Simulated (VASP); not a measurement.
# Settings for SiO₂: electric field gradients

SiO₂, P4_2/mnm (no. 136), 6 atoms in the cell. PBE, electric field gradients; PAW potentials Si, O (PBE set). VASP 6.6.1.

Wanted: Vzz within 1 %; asymmetry within 0.03.

POSCAR:
```
SiO2
1.0
    4.2331690000      0.0000000000      0.0000000000
    0.0000000000      4.2331690000      0.0000000000
    0.0000000000      0.0000000000      2.6934950000
Si O
2 4
Direct
    0.0000000000      0.0000000000      0.0000000000
    0.5000000000      0.5000000000      0.5000000000
    0.8068390000      0.1931610000      0.5000000000
    0.3068390000      0.3068390000      0.0000000000
    0.1931610000      0.8068390000      0.5000000000
    0.6931610000      0.6931610000      0.0000000000
```

The series start from ENCUT (eV): 600; k mesh: 4 × 4 × 6; EDIFF (eV): 1e-7; PREC: Accurate; LREAL: no; ALGO: Normal. Each series keeps the choices made before it, and each single choice may use up half of a tolerance.

## ENCUT (eV)

| ENCUT (eV) | Vzz, largest deviation against the largest value | Asymmetry, largest deviation | SCF iterations | Time (s) |
|---|---|---|---|---|
| 400 | 1.5 % | 0.003 | 14 | 2.4 |
| 500 | 0.088 % | 0.001 | 14 | 2.8 |
| 600 | 0.19 % | 0.001 | 14 | 3.8 |
| 700 | 0.075 % | 0.001 | 14 | 4.8 |
| 800 | 0.0079 % | 0.001 | 14 | 6.1 |
| 1000 (reference) | 0 % | 0.000 | 14 | 8.2 |

Chosen: 500, the loosest value from which every tighter one stays within half of the tolerance.

## k mesh

| k mesh | Vzz, largest deviation against the largest value | Asymmetry, largest deviation | SCF iterations | Time (s) |
|---|---|---|---|---|
| 2 × 2 × 3 | 1.4 % | 0.222 | 14 | 2.0 |
| 3 × 3 × 4 | 0.35 % | 0.037 | 14 | 2.2 |
| 3 × 3 × 5 | 0.07 % | 0.007 | 14 | 2.3 |
| 4 × 4 × 6 | 0.011 % | 0.001 | 14 | 2.8 |
| 5 × 5 × 8 | 0 % | 0.000 | 14 | 3.3 |
| 6 × 6 × 9 (reference) | 0 % | 0.000 | 14 | 4.5 |

Chosen: 3 × 3 × 5.

## EDIFF (eV)

| EDIFF (eV) | Vzz, largest deviation against the largest value | Asymmetry, largest deviation | SCF iterations | Time (s) |
|---|---|---|---|---|
| 0.0001 | 0.022 % | 0.001 | 11 | 1.8 |
| 1e-5 | 0.0035 % | 0.000 | 12 | 1.9 |
| 1e-6 | 0.00088 % | 0.000 | 13 | 2.4 |
| 1e-7 | 0.00088 % | 0.000 | 14 | 2.3 |
| 1e-8 (reference) | 0 % | 0.000 | 15 | 2.4 |

Chosen: 0.0001.

## PREC

| PREC | Vzz, largest deviation against the largest value | Asymmetry, largest deviation | SCF iterations | Time (s) |
|---|---|---|---|---|
| Accurate | 0 % | 0.000 | 11 | 1.8 |
| Normal | 0.0088 % | 0.001 | 11 | 1.3 |

Chosen: Normal; it saves 0.5 s of 1.8, so Accurate would do nearly as well.

## LREAL

| LREAL | Vzz, largest deviation against the largest value | Asymmetry, largest deviation | SCF iterations | Time (s) |
|---|---|---|---|---|
| no | 0 % | 0.000 | 11 | 1.3 |
| Auto | 0.0027 % | 0.000 | 11 | 1.3 |

Chosen: no; no other choice that stays within half of the tolerance saves 30 % of the time.

## ALGO

| ALGO | Vzz, largest deviation against the largest value | Asymmetry, largest deviation | SCF iterations | Time (s) |
|---|---|---|---|---|
| Normal | 0 % | 0.000 | 11 | 1.3 |
| Fast | 0.025 % | 0.001 | 13 | 1.5 |
| All | 0.018 % | 0.001 | 13 | 1.8 |

Chosen: Normal.

## All choices together

| Input | Vzz, largest deviation against the largest value | Asymmetry, largest deviation | Time (s) |
|---|---|---|---|
| defaults, on a 3 × 3 × 5 mesh (naive) | 2.3 % | 0.003 | 1.2 |
| chosen settings | 0.028 % | 0.006 | 1.3 |
| reference settings throughout | 0 % | 0.000 | 15 |

The tolerance is met.

Values of the reference run: Vzz: 23.76, 23.76, -113.2, -113.2, -113.2, -113.2 V/A^2; Asymmetry: 0.588, 0.588, 0.137, 0.137, 0.137, 0.137 asymmetry, 0 where Vzz is under 0.3 V/A^2.

## The input

INCAR:
```
  ALGO = Normal
  EDIFF = 1E-4
  ENCUT = 500
  GGA = PE
  ISMEAR = 0
  KPAR = 4
  LASPH = T
  LCHARG = F
  LEFG = T
  LREAL = F
  LWAVE = F
  NELM = 120
  PREC = Normal
  QUAD_EFG = 0 -25.58
  SIGMA = 0.02
```

KPOINTS:
```
Automatic mesh
0
Gamma
  3 3 5
  0 0 0
```

Commands:
```
cat potpaw_PBE.64/Si/POTCAR potpaw_PBE.64/O/POTCAR > POTCAR
mpirun -np 4 vasp_std > vasp.out
```

The chosen input took VASP 6.6.1 1.3 s on 4 cores (Intel Xeon 6975P-C (Granite Rapids)), a shared host.
